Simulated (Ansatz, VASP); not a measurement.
Two plane-wave programs on WS2

POSCAR

```
WS2
1.0
    3.2459540962      0.0000000000      0.0000000000
   -1.6229770481      2.8110787067      0.0000000000
    0.0000000000      0.0000000000     17.2830265641
W S
1 2
Direct
    0.0000000000      0.0000000000      0.0000000000
    0.3333333333      0.6666666667      0.0920005100
    0.3333333333      0.6666666667      0.9079994900
```

Contents of INCAR.step1:

```
SYSTEM = WS2
ALGO = Normal
EDIFF = 1E-4
ENCUT = 520
GGA = PE
ISMEAR = -1
LASPH = .True.
LCHARG = .False.
LREAL = .False.
LWAVE = .True.
NBANDS = 20
NELM = 100
PREC = Accurate
SIGMA = 0.05
```

Contents of INCAR.step2:

```
SYSTEM = WS2
ALGO = Normal
EDIFF = 1E-7
ENCUT = 520
ISIF = 2
ISMEAR = -1
ISTART = 1
LASPH = .True.
LCHARG = .False.
LMIXTAU = .True.
LREAL = .False.
LWAVE = .False.
METAGGA = R2SCAN
NBANDS = 20
NELM = 100
PREC = Accurate
SIGMA = 0.05
```

File KPOINTS:

```
k-points
0
Gamma
  10 10 2
  0 0 0
```

The input input.yaml:

```yaml
crystal:
  lattice:
    - [3.2459540962, 0.0, 0.0]
    - [-1.6229770481, 2.8110787067, 0.0]
    - [0.0, 0.0, 17.2830265641]
  atoms:
    - { symbol: W, position: [0.0, 0.0, 0.0] }
    - { symbol: S, position: [0.3333333333, 0.6666666667, 0.09200051] }
    - { symbol: S, position: [0.3333333333, 0.6666666667, 0.90799949] }
hamiltonian:
  xc: r2scan
  pseudopotentials: { kind: paw }
kpoints:
  mp_grid: { grid: [10, 10, 2] }
scf:
  occupations: { method: fermi_dirac, width: 0.05 }
output:
  forces: true
  stress: true
  eigenvalues: true
```

Alike in both runs: task single point; functional r2SCAN; k mesh 10 × 10 × 2; occupations fermi-dirac, width 0.05 eV; no spin polarisation.

```csv
,VASP,Ansatz
version,VASP 6.6.1,Ansatz 0.2.0
potentials or method,"VASP PAW PBE potentials, release 64 (W_sv, S)",Ansatz PAW
plane-wave cutoff (eV),520,500
valence electrons in the cell,26,26
```

Ansatz gave:

| Item | Value |
| --- | --- |
| gap on the k mesh at the Fermi level (eV) | 1.92 |
| least direct gap on the mesh (eV) | 2.10 |
| rms of the force components (eV/Å) | 0.472 |

Q: Estimate VASP's values.

A: gap on the k mesh at the Fermi level (eV): 1.93; least direct gap on the mesh (eV): 2.11; rms of the force components (eV/Å): 0.463.

Atom by atom the forces differ by 0.009 eV/Å (rms over components). With one functional, cell and mesh, what is left measures potentials, basis and numerics.

Caveats: spin-orbit coupling is left out, which moves the levels of the heavy elements; the PAW data sets were made with another functional, which shifts forces and pressure a little (VASP); the PAW data sets come from PBE, with cores solved anew for the run's functional, which leaves a small shift of forces and pressure (Ansatz). r2SCAN opens gaps a little over a GGA but as a rule still falls short of measured ones.
